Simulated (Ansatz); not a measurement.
**N (P4_2/mnm): the band gap by level of theory**

All numbers come from Ansatz 0.2.0. The values are computed, spin-unpolarised, and not measurements.

N (P4_2/mnm) from a database structure, relaxed with r2SCAN+rVV10. N has 1 N at 1.09 Å.

Space group P4_2/mnm (No. 136). a = 3.961 Å, b = 3.961 Å, c = 5.133 Å, α = 90.00°, β = 90.00°, γ = 90.00°
```tsv
atom	site	symmetry	x	y	z
N	4f	m.2m	0.9024	0.9024	0.0000
```

Band edges at fixed r2SCAN+rVV10 geometry:
```tsv
level	k mesh	gap (eV)	kind	edges	least direct gap (eV)	rough cost
LDA	6×6×6	6.65	indirect	M–A (0.98) → Γ	6.89	5 core-seconds
PBE	6×6×6	6.85	indirect	A → Γ	7.08	8 core-seconds
r2SCAN	6×6×6	7.49	indirect	A → Γ	7.73	13 core-seconds
r2SCANh	4×4×4	8.63	indirect	A → Γ	8.88	2.6 core-minutes
HSE06	4×4×4	9.12	indirect	M–A (0.98) → Γ	9.38	2.1 core-minutes
DDH-PBE0	4×4×4	14.14	indirect	A → Γ	14.46	2.6 core-minutes
PBE0	4×4×4	9.92	indirect	A → Γ	10.19	2.1 core-minutes
G0W0@PBE (240 empty bands, 120 eV, 4×4×4)	4×4×4	12.85	–	A → Γ (mesh)	–	4 core-minutes
G0W0@PBE (596 empty bands, 220 eV, 4×4×4)	4×4×4	12.91	–	A → Γ (mesh)	–	40 core-minutes
```
PBE: smearing of 0.02 eV; the others have fixed occupations.
Wave cutoffs: 420 eV, 500 eV (r2SCAN, r2SCANh).
Points off the special ones are mesh points or PBE's searched band edges, reused at the other levels. Set aside, since their points miss a band edge that the other levels read or their mesh is too coarse: LC-ωPBE.
The G0W0 gap is PBE's gap over the path plus the quasiparticle shift read on the mesh. G0W0 values are finite-basis, finite-mesh values.
Costs come from shared machines and give only the order; PBE's includes the band path. The runs had 2 threads of Arm Neoverse N1, with other jobs on the host.

With HSE06 the valence top lies at M–A (0.98 of the way from M) and the conduction bottom at Γ, 9.12 eV higher; the smallest vertical gap, at Γ, is 9.38 eV.

r2SCAN covers 28 % of the step from PBE to HSE06, while HSE06 needs about 9 times r2SCAN's cost (on a coarser mesh). Among these functionals the gap stays indirect.

The meshes of the hybrids are coarse, so their gaps aren't converged to the digits shown.
